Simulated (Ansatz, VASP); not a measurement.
# Two plane-wave programs on NaCl

INCAR

```
  PREC = Accurate
  ENCUT = 520
  EDIFF = 1E-6
  ISMEAR = 0
  SIGMA = 0.05
  LREAL = False
  LASPH = True
  NELM = 80
  ALGO = Normal
  ISIF = 2
  LWAVE = False
  LCHARG = True
  GGA = PE
  LELF = True
  LVHAR = True
  NBANDS = 14
```

File KPOINTS:

```
regular mesh
0
Gamma
  6 6 6
```

POSCAR

```
NaCl
1.0
    3.5021900000      0.0000000000      0.0000000000
    0.0000000000      3.5021900000      0.0000000000
    0.0000000000      0.0000000000      3.5021900000
Na Cl
1 1
Direct
    0.0000000000      0.0000000000      0.0000000000
    0.5329708136      0.5329708136      0.5329708136
```

Input for Ansatz:

```yaml
crystal:
  lattice:
    - [3.50219, 0.0, 0.0]
    - [0.0, 3.50219, 0.0]
    - [0.0, 0.0, 3.50219]
  atoms:
    - { symbol: Na, position: [0.0, 0.0, 0.0] }
    - { symbol: Cl, position: [0.5329708136, 0.5329708136, 0.5329708136] }
basis:
  ecutwfc: 420
kpoints:
  mp_grid: { grid: [6, 6, 6] }
hamiltonian:
  xc: pbe
scf:
  occupations: { method: gaussian, width: 0.05 }
output:
  forces: true
  stress: true
  eigenvalues: true
```

Change from the starting cell: all Cl atoms moved -0.200 Å, as atom 2 towards its neighbour atom 1 (Na) at 3.033 Å.

Alike in both runs: task single point; functional PBE; k mesh 6 × 6 × 6; occupations gaussian, width 0.05 eV; no spin polarisation.

|  | VASP | Ansatz |
| --- | --- | --- |
| version | VASP 6.6.1 | Ansatz 0.2.0 |
| potentials or method | VASP PAW PBE potentials, release 64 (Na_pv, Cl) | scalar-relativistic, plane waves, PAW |
| plane-wave cutoff (eV) | 520 | 420 |
| valence electrons in the cell | 14 | 16 |

Ansatz gave:

* gap on the k mesh at the Fermi level (eV): 4.00
* least direct gap on the mesh (eV): 4.49
* pressure (GPa): 0.4
* largest component of the traceless stress (GPa): 0.21
* rms of the force components (eV/Å): 0.050

Estimate VASP's values.

gap on the k mesh at the Fermi level (eV): 4.00; least direct gap on the mesh (eV): 4.49; pressure (GPa): 0.4; largest component of the traceless stress (GPa): 0.21; rms of the force components (eV/Å): 0.051.

Atom by atom the forces differ by 0.001 eV/Å (rms over components). With one functional, cell and mesh, what is left measures potentials, basis and numerics. The two sets of potentials don't hold the same shells in valence.

A k mesh can miss the band edges.
